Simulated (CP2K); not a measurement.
Nb:

```
Nb
1.0
     2.71964    0.00000    0.00000
     0.00000    2.71964    0.00000
     0.00000    0.00000    2.71964
Nb
1
Cartesian
  1.3598 1.3598 1.3598
```

The cell was built by a generator and needn't be a form met in nature.

Base run:

* Program: CP2K 2026.2
* Functional: BLYP
* Dispersion: D4
* Potentials or basis: GTH_POTENTIALS Nb GTH-PBE-q13; TZVP-MOLOPT-PBE-GTH basis
* Density cutoff: 6123 eV
* k mesh: 10 × 10 × 10
* Occupations: fermi-dirac, width 0.05 eV
* Spin: no spin polarisation

Its results: band gap on the k mesh none (metal or under the smearing width); pressure 2.2 GPa.

Task: After a change of settings the same cell gave: band gap on the k mesh none (metal or under the smearing width); pressure -5.4 GPa. Which change was it?
A. dispersion from D4 to D3
B. dispersion from D4 to none
C. dispersion from D4 to D3(BJ)+ATM

Result: C.

Caveats: the potentials were made for another functional, which shifts forces and pressure; the basis of atomic orbitals isn't converged, which shifts pressures, moduli and gaps; pairwise dispersion overbinds metals, which lowers pressure and volume.

Not every run made on this cell is shown here.
